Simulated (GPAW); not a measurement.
# NiO2 (P-3m1) in GPAW: single point with LDA

Aim: the single point of NiO2 with LDA.

Program: GPAW 26.7.0. These are calculated values, not measurements. Logs are shortened: lines on timing, memory, paths and dates and some standing lists are left out, and cuts for length are marked. The log counts tension as positive stress, the text compression.

### Step 1. The crystal as given

The structure is trigonal, space group P-3m1 (No. 164). The conventional cell has a = 2.799 Å, b = 2.799 Å, c = 4.618 Å, α = 90.00°, β = 90.00°, γ = 120.00°. Ni (site symmetry -3m) has 6 O at 1.88 Å as nearest neighbours. Around O (site symmetry 3m) lie 3 Ni at 1.88 Å.

The cell comes from a database or a generator and needn't be the stable form of this composition.

### Step 2. Single point, LDA, collinear spin, ferromagnetic start

Contents of run.py:

```python
from ase.dft.bandgap import bandgap
from ase.io import read, write
from ase.units import GPa
from gpaw import GPAW, PW, setup_paths

setup_paths.insert(0, '.')

atoms = read('NiO2.cif')
atoms.set_initial_magnetic_moments([1.0, 0.0, 0.0])

calc = GPAW(mode=PW(600),
            xc='LDA',
            kpts={'size': (9, 9, 5), 'gamma': True},
            occupations={'name': 'fermi-dirac', 'width': 0.05},
            nbands=26,
            convergence={'density': 1e-05, 'energy': 1e-05},
            maxiter=80,
            txt='gpaw.txt')
atoms.calc = calc
energy = atoms.get_potential_energy()
forces = atoms.get_forces()
stress = atoms.get_stress()
calc.write('gs.gpw')
write('result.traj', atoms)
print(f'Energy: {energy:.6f} eV')
print('Forces (eV/A):')
print(forces.round(4))
print('Stress (GPa):', (stress / GPa).round(3))
print('Moments:', calc.get_magnetic_moments().round(3))
print('Fermi level:', round(calc.get_fermi_level(), 4), 'eV')
print(f'Gap: {bandgap(calc)[0]:.4f} eV, direct: {bandgap(calc, direct=True)[0]:.4f} eV')
```

Contents of NiO2.cif:

```cif
data_NiO2
_cell_length_a 2.79878187
_cell_length_b 2.79878187
_cell_length_c 4.61827300
_cell_angle_alpha 90.00000000
_cell_angle_beta 90.00000000
_cell_angle_gamma 120.00000000
_space_group_name_H-M_alt 'P-3m1'
_space_group_name_Hall '-P 3 2"'
_space_group_IT_number 164
loop_
_space_group_symop_operation_xyz
'x,y,z'
'-x,-y,-z'
'-y,x-y,z'
'y,-x+y,-z'
'-x+y,-x,z'
'x-y,x,-z'
'y,x,-z'
'-y,-x,z'
'x-y,-y,-z'
'-x+y,y,z'
'-x,-x+y,-z'
'x,x-y,z'
loop_
_atom_site_label
_atom_site_type_symbol
_atom_site_symmetry_multiplicity
_atom_site_Wyckoff_symbol
_atom_site_fract_x
_atom_site_fract_y
_atom_site_fract_z
_atom_site_occupancy
Ni1 Ni 1 b 0.0000000000 0.0000000000 0.5000000000 1
O1 O 2 d 0.3333333333 0.6666666667 0.2939610000 1
```

Potentials or basis: PAW data sets generated in the run's folder for this functional, pw.

Started as:

```bash
gpaw-setup -f LDA Ni O
OMP_NUM_THREADS=1 python run.py
```

gpaw.txt:

```text
__  _  _
 | _ |_)|_||  |
 |__||  | ||/\| - 26.7.0

Input parameters:
  mode=PW(ecut=600.0),
  convergence={'density': 1e-05, 'energy': 1e-05},
  kpts=MonkhorstPack(size=(9, 9, 5), gamma=True),
  maxiter=80,
  nbands=26,
  occupations=Occupations(name='fermi-dirac', width=0.05),
  xc=XC(name='LDA')

Diagonalizing LCAO Hamiltonian
Converting LCAO to pw mode

           O
       Ni
        O

Atoms  # Å, Bohr magnetons
|   | symbol |         x |        y |        z |    initial magnetic moments |
|---|--------|-----------|----------|----------|-----------------------------|
| 0 |     Ni |  0.000000 | 0.000000 | 2.309137 | ( 0.0000,  0.0000,  1.0000) |
| 1 |      O | -0.000000 | 1.615877 | 1.357592 | ( 0.0000,  0.0000,  0.0000) |
| 2 |      O |  1.399391 | 0.807939 | 3.260681 | ( 0.0000,  0.0000,  0.0000) |

Unit cell  # Å
| periodic |         x |        y |        z |  lengths |     angles |
|----------|-----------|----------|----------|----------|------------|
|      yes |  2.798782 | 0.000000 | 0.000000 | 2.798782 |  90.000000 |
|      yes | -1.399391 | 2.423816 | 0.000000 | 2.798782 |  90.000000 |
|      yes |  0.000000 | 0.000000 | 4.618273 | 4.618273 | 120.000000 |

Number of symmetries: 12
Symmetry operations  # r_c * U_cc + t_c -> r_c
|    | kind |            matrix            |
|----|------|------------------------------|
|  0 |  σ   |  1, 1, 0,  0,-1, 0,  0, 0, 1 |
|  1 |  S6  |  1, 1, 0, -1, 0, 0,  0, 0,-1 |
|  2 |  E   |  1, 0, 0,  0, 1, 0,  0, 0, 1 |
|  3 |  C2  |  1, 0, 0, -1,-1, 0,  0, 0,-1 |
|  4 |  C2  |  0, 1, 0,  1, 0, 0,  0, 0,-1 |
|  5 |  C3  |  0, 1, 0, -1,-1, 0,  0, 0, 1 |
|  6 |  S6  |  0,-1, 0,  1, 1, 0,  0, 0,-1 |
|  7 |  σ   |  0,-1, 0, -1, 0, 0,  0, 0, 1 |
|  8 |  σ   | -1, 0, 0,  1, 1, 0,  0, 0, 1 |
|  9 |  i   | -1, 0, 0,  0,-1, 0,  0, 0,-1 |
| 10 |  C3  | -1,-1, 0,  1, 0, 0,  0, 0, 1 |
| 11 |  C2  | -1,-1, 0,  0, 1, 0,  0, 0,-1 |

BZ-sampling:
  Number of BZ points: 405
  Number of IBZ points: 50

  Monkhorst-Pack size: [9, 9, 5]
  Monkhorst-Pack shift: [0, 0, 0]

K-points  # in reciprocal-cell coordinates
|     |                                coordinates |     weight |
|-----|--------------------------------------------|------------|
|   0 | (  0.00000000,   0.00000000,   0.00000000) | 0.00246914 |
|   1 | (  0.00000000,   0.00000000,   0.20000000) | 0.00493827 |
|   2 | (  0.00000000,   0.00000000,   0.40000000) | 0.00493827 |
|   3 | (  0.11111111,   0.00000000,  -0.40000000) | 0.01481481 |
|   4 | (  0.11111111,   0.00000000,  -0.20000000) | 0.01481481 |
|   5 | (  0.11111111,   0.00000000,   0.00000000) | 0.01481481 |
|   6 | (  0.11111111,   0.00000000,   0.20000000) | 0.01481481 |
|   7 | (  0.11111111,   0.00000000,   0.40000000) | 0.01481481 |
|   8 | (  0.22222222,  -0.11111111,   0.00000000) | 0.01481481 |
|   9 | (  0.22222222,  -0.11111111,   0.20000000) | 0.02962963 |
| ... |                                            |            |
|  49 | (  0.44444444,   0.44444444,   0.40000000) | 0.02962963 |

Plane wave coefficients: 1075
Cutoff: 600.0 eV

Spin-components: 2 (collinear spins)
Bands:           26
Projectors:      16
Spin-degeneracy: 1
Datatype:        complex128

Density:
  Valence electrons: 28.0
  Components: 2
  Grid points: [16 16 27]
  Charge: 0.0  # |e|

Potential:
  Grid points: [16 16 27]

species:
  Ni:
    name:    Nickel
    Z:       28.0
    valence: 16
    core:    12
    charge:  0.0  # [|e|]
    compensation charges:
      type: gauss
      rc: 0.36  # [Å]
      lmax: 2
    cutoffs:
      filter: 2.14  # [Å]
      core: 1.98  # [Å]
    projectors
    | kind |    occ | energy [eV] | rcut [Å] |
    |------|--------|-------------|----------|
    |   4s |  2.000 |      -5.858 |    1.164 |
    |   3p |  6.000 |     -71.266 |    1.207 |
    |   4p |  0.000 |      -1.338 |    1.207 |
    |   3d |  8.000 |      -9.141 |    1.138 |
    |    s |        |      21.353 |    1.164 |
    |    d |        |      18.071 |    1.138 |

    Using partial waves for Ni as LCAO basis

  O:
    name:    Oxygen
    Z:       8.0
    valence: 6
    core:    2
    charge:  0.0  # [|e|]
    compensation charges:
      type: gauss
      rc: 0.21  # [Å]
      lmax: 2
    cutoffs:
      filter: 1.17  # [Å]
      core: 0.83  # [Å]
    projectors
    | kind |    occ | energy [eV] | rcut [Å] |
    |------|--------|-------------|----------|
    |   2s |  2.000 |     -23.752 |    0.688 |
    |   2p |  4.000 |      -9.195 |    0.598 |
    |    s |        |       3.459 |    0.688 |
    |    p |        |      18.016 |    0.598 |
    |    d |        |       0.000 |    0.619 |

    Using partial waves for O as LCAO basis

Reference energy: -45356.412007  # eV

eigensolver:
  PPCG
  Converge bands: occupied
  niter=2

density mixing:
  MSR1-Mixer
  Pratt-step length: 0.05
  Maximum mixing coefficient: 0.75
  Old densities: 10
  SVD Regularization: 0.005
  Good broyden scale: 1.0
  Trust region scale: 1.0
  Backstep threshold: 4.0
  History deletion threshold: 6.0
  Fourier metric: weight=20.0, sigma=0.015

occupation numbers:
  Fermi-Dirac:
    width: 0.0500  # eV

poisson solver:
  ecut: 4800.0  # eV

xc functional:
  name: None

convergence criteria:
- Maximum integral of absolute [dens]ity change: 1e-05 electrons / valence electron
- Maximum [total energy] change in last 3 cyles: 1e-05 eV / valence electron
- Maximum integral of absolute [eigenst]ate change: 4e-08 eV^2 / valence electron
maximum number of iterations: 80

SCF iterations
|iter     | |      energy | eigst |  dens |  magmom |
|---------|-|-------------|-------|-------|---------|
|iter:   1| |  -23.509604 | +0.13 |       |  +1.0002|
|iter:   2| |  -22.768088 | -2.08 | -0.91 |  +0.9502|
|iter:   3| |  -22.260279 | -2.49 | -1.01 |  +0.7126|
|iter:   4| |  -22.236673 | -2.93 | -1.29 |  +0.4042|
|iter:   5| |  -22.223018 | -3.29 | -1.49 |  +0.1138|
|iter:   6| |  -22.226395 | -4.01 | -1.93 |  -0.0203|
|iter:   7| |  -22.227230 | -5.25 | -2.41 |  -0.0138|
|iter:   8| |  -22.227489 | -5.62 | -2.77 |  -0.0026|
|iter:   9| |  -22.227496c| -6.86 | -3.39 |  -0.0001|
|iter:  10| |  -22.227496c| -7.92c| -3.93 |  +0.0002|
|iter:  11| |  -22.227496c| -8.27c| -4.56 |  +0.0000|
|iter:  12| |  -22.227496c| -8.94c| -5.24c|  +0.0000|

Converged in 12 steps
Energy contributions relative to reference atoms: (reference = -45356.412007)

Energy contributions:
  Kinetic:          13.277442
  Coulomb:         -14.033213
  Zero:              0.187956
  External:          0.000000
  Xc:              -21.659678
  Entropy:          -0.000006
  Spinorbit:         0.000000
  ----------------------------
  Free energy:     -22.227499
  Extrapolated:    -22.227496

dipole moment: (-2.959845, -5.126601, 0.000002)  # |e|*Ang

Total magnetic moment: (0.000000, 0.000000, 0.000011)

Local magnetic moments
|        x |        y |        z |
|----------|----------|----------|
| 0.000000 | 0.000000 | 0.000001 |  # Ni   0
| 0.000000 | 0.000000 | 0.000000 |  # O    1
| 0.000000 | 0.000000 | 0.000000 |  # O    2

Fermi level: 3.337
Eigenvalues  # (at kpt = [0.000, 0.000, 0.000])
| band index |      eig [eV] | occ [0-1] |      eig [eV] | occ [0-1] |
|------------|---------------|-----------|---------------|-----------|
|          0 |       -61.445 |     1.000 |       -61.445 |     1.000 |
|        ... |               |           |               |           |
|          6 |        -2.734 |     1.000 |        -2.734 |     1.000 |
|          7 |        -2.734 |     1.000 |        -2.734 |     1.000 |
|          8 |         0.708 |     1.000 |         0.708 |     1.000 |
|          9 |         0.714 |     1.000 |         0.714 |     1.000 |
|         10 |         1.677 |     1.000 |         1.677 |     1.000 |
|         11 |         1.677 |     1.000 |         1.677 |     1.000 |
[... 8 lines left out ...]
|         20 |        22.174 |     0.000 |        22.174 |     0.000 |
|         21 |        26.398 |     0.000 |        26.398 |     0.000 |
|        ... |               |           |               |           |
|         25 |        30.821 |     0.000 |        30.822 |     0.000 |

Gap: 1.007 eV
Transition (v -> c):
  (s=1, k=7, n=13, [0.11, 0.00, 0.40]) -> (s=1, k=25, n=14, [0.33, 0.00, 0.40])
Direct/indirect transitions are different
Direct gap: 1.156 eV
Transition at: (s=0->1, k=15, n=13, [0.22, 0.00, 0.40])

Forces  # eV/Ang
|        x |        y |        z |
|----------|----------|----------|
| -0.00000 |  0.00000 |  0.00000 |  # Ni   0
|  0.00000 | -0.00000 |  0.73066 |  # O    1
| -0.00000 | -0.00000 | -0.73066 |  # O    2

Stress tensor  # eV/Ang^3
|         x |         y |        z |
|-----------|-----------|----------|
|  0.096085 | -0.000000 | 0.000000 |
| -0.000000 |  0.096085 | 0.000000 |
|  0.000000 |  0.000000 | 0.093553 |

# Writing to gs.gpw (mode='')
```

It took 94 s on 1 thread of Arm Neoverse N1, shared host; peak memory 0.19 GiB.

What came out:

| Property | Result |
| --- | --- |
| Free energy | -22.2275 eV |
| Pressure | -15.3 GPa |
| Largest force | 0.731 eV/Å |
| Band gap on the k mesh | 1.01 eV, indirect (least direct gap 1.16 eV) |
| Net moment | 0.00 μB per cell |

Forces in eV/Å, atoms in the order of the input:
```
Ni   0.000  0.000  0.000
O    0.000  0.000  0.731
O    0.000  0.000 -0.731
```

Caveat: the cutoff is short for stress and forces, so pressures can be off by a GPa or more; the stock nickel data set gives pressures a few GPa off other programs; the run has no moments, though such compounds are often magnetic; a magnetic state may lie lower; so large a pressure means that the cell lies far from this level's equilibrium, or that cutoff or potentials fall short; an odd mesh through Γ misses points on the zone boundary, where band edges often lie. LDA gaps usually lie below the measured ones, often by a third to a half.
